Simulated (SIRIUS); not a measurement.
Wanted: an ASE script for a SIRIUS 7.10.0 run.

```
Task                                        : relaxation of cell and atoms
Functional                                  : RPBE
Dispersion                                  : D3
Potentials or basis                         : PseudoDojo 0.4.1 PBE standard (scalar relativistic)
Cutoff                                      : 1254 eV
Density cutoff                              : 5016 eV
k mesh                                      : 5 × 5 × 5
Occupations                                 : fermi-dirac, width 0.05 eV
Spin                                        : no spin polarisation
Libxc names                                 : ["XC_GGA_X_RPBE", "XC_GGA_C_PBE"]
Energy tol                                  : 1e-08 Ha
Density tol                                 : 1e-06
Mixer                                       : anderson
Mixing beta                                 : 0.7
Max scf                                     : 100
Radial cutoff for the potentials' integrals : 6.5 bohr
Optimizer                                   : BFGS
Fmax                                        : 0.02 eV/Å
Max steps                                   : 30
Target pressure                             : 0 GPa
```

The system is CuO.

```
Cu O
1.0
     0.00000    2.32725    2.32725
     2.32725    0.00000    2.32725
     2.32725    2.32725    0.00000
Cu O
1 1
Direct
  0.00000 0.00000 0.00000
  0.25000 0.25000 0.25000
```

Measurements of this composition are mostly on another form, of space group No. 15.

The input as run:

run.py

```python
import json, subprocess
import numpy as np
from ase import Atoms
from ase.io import read
from ase.calculators.calculator import Calculator, all_changes
from ase.units import Bohr, Hartree, GPa
from ase.calculators.mixing import SumCalculator
from dftd3.ase import DFTD3
from ase.optimize import BFGS
from ase.filters import FrechetCellFilter

class Sirius(Calculator):
    """Writes sirius.json, runs sirius.scf and reads out.json."""
    implemented_properties = ["energy", "free_energy", "forces", "stress", "magmom"]

    def __init__(self, config, files):
        super().__init__()
        self.config, self.files, self.calls = config, files, 0

    def calculate(self, atoms=None, properties=["energy"], system_changes=all_changes):
        super().calculate(atoms, properties, system_changes)
        symbols = atoms.get_chemical_symbols()
        types = list(dict.fromkeys(symbols))
        order = [i for t in types for i, s in enumerate(symbols) if s == t]
        frac = atoms.get_scaled_positions(wrap=False)
        m = atoms.get_initial_magnetic_moments()
        m = m if m.ndim == 2 else np.c_[0 * m, 0 * m, m]
        spin = self.config["parameters"]["num_mag_dims"] > 0
        rows = {t: [list(frac[i]) + (list(m[i]) if spin else []) for i in order if symbols[i] == t] for t in types}
        cell = {"lattice_vectors": (atoms.cell[:] / Bohr).tolist(), "atom_types": types, "atom_files": self.files, "atoms": rows}
        json.dump({**self.config, "unit_cell": cell}, open("sirius.json", "w"), indent=1)
        self.calls += 1
        with open(f"sirius_{self.calls:03d}.out", "w") as log:
            subprocess.run(["sirius.scf", "--input=sirius.json", "--output=out.json"], stdout=log, stderr=subprocess.STDOUT, check=True)
        gs = json.load(open("out.json"))["ground_state"]
        if not gs["converged"]:
            raise RuntimeError("SCF did not converge")
        self.results = {"energy": gs["energy"]["free"] * Hartree, "free_energy": gs["energy"]["free"] * Hartree}
        if "forces" in gs:
            f = np.zeros((len(atoms), 3))
            f[order] = np.array(gs["forces"]) * Hartree / Bohr
            self.results["forces"] = f
        if "stress" in gs:
            s = np.array(gs["stress"]) * Hartree / Bohr**3
            self.results["stress"] = s.flat[[0, 4, 8, 5, 2, 1]]
        if spin:
            self.results["magmom"] = gs["magnetisation"]["total"][2]

atoms = Atoms(['Cu', 'O'],
              cell=[[0.0, 2.32725273, 2.32725273], [2.32725273, 0.0, 2.32725273], [2.32725273, 2.32725273, 0.0]],
              scaled_positions=[[0.0, 0.0, 0.0], [0.25, 0.25, 0.25]], pbc=True)

config = {
    "control": {
        "processing_unit": 'cpu',
        "verbosity": 1,
        "print_forces": True,
        "print_stress": True,
    },
    "parameters": {
        "electronic_structure_method": 'pseudopotential',
        "xc_functionals": ['XC_GGA_X_RPBE', 'XC_GGA_C_PBE'],
        "gk_cutoff": 9.6,
        "pw_cutoff": 19.2,
        "ngridk": [5, 5, 5],
        "shiftk": [0, 0, 0],
        "smearing": 'fermi_dirac',
        "smearing_width": 0.0018374661,
        "num_bands": 20,
        "num_mag_dims": 0,
        "num_dft_iter": 100,
        "energy_tol": 1e-08,
        "density_tol": 1e-06,
    },
    "iterative_solver": {
        "type": 'davidson',
        "min_tolerance": 1e-09,
        "tolerance_scale": [0.1, 0.25],
    },
    "mixer": {
        "type": 'anderson',
        "beta": 0.7,
        "max_history": 8,
    },
    "settings": {
        "tol_ne": 1e-10,
        "pseudo_grid_cutoff": 6.5,
    },
}
dft = Sirius(config, {'O': 'O.json', 'Cu': 'Cu.json'})
atoms.calc = SumCalculator([dft, DFTD3(method="rpbe", damping="d3zero")])
results = {"symbols": atoms.get_chemical_symbols(), "cell": atoms.cell[:].tolist(), "frac": atoms.get_scaled_positions(wrap=False).tolist(), "steps": []}

def note():
    results["steps"].append({"energy": atoms.get_potential_energy(), "cell": atoms.cell[:].tolist(), "positions": atoms.positions.tolist(),
                             "forces": atoms.get_forces().tolist(), "stress": atoms.get_stress().tolist()})
    json.dump(results, open("results.json", "w"))

opt = BFGS(FrechetCellFilter(atoms, scalar_pressure=0.0 * GPa))
opt.attach(note)
results["converged"] = bool(opt.run(fmax=0.02, steps=30))
print("converged:", results["converged"])
print("cell parameters:", atoms.cell.cellpar().round(5))
print("volume per atom (A^3):", round(atoms.get_volume() / len(atoms), 4))
print(atoms.get_scaled_positions().round(6))
json.dump(results, open("results.json", "w"))
```

Potentials or basis: PseudoDojo 0.4.1 PBE standard (scalar relativistic).

Launch:

```console
$ upf_to_json O.upf
$ upf_to_json Cu.upf
$ OMP_NUM_THREADS=1 python run.py
```

Results of the run:

```yaml
Relaxed_volume: 11.70 Å³/atom
Relaxed_cell: a = 3.210 Å, b = 3.210 Å, c = 3.210 Å, α = 60.00°, β = 60.00°, γ = 60.00°
Space_group_after_relaxing_to_0.05_Å: F-43m (No. 216)
Energy_gained_by_relaxing: 25.2 meV/atom
Ionic_steps: 4
Pressure_after_relaxing: -0.1 GPa
Band_gap_on_the_k_mesh: none (metal or under the smearing width)
Dispersion_energy_per_atom: -0.351 eV
```

Caveat: the k mesh is coarse (spacing up to 0.47 Å⁻¹), so the values aren't converged; the potentials were made for another functional, which shifts forces and pressure; an odd number of electrons without spin polarisation forces a metal; a magnetic or distorted state may lie lower; the run has no spin polarisation, though such a crystal can be magnetic; semilocal functionals often make such compounds metallic where correlation or magnetic order opens a gap, which also shifts bond lengths; pairwise dispersion overbinds metals, which lowers pressure and volume.

It took 64 s on 1 thread of Arm Neoverse V1, with other jobs on the host, peak memory 0.24 GiB.
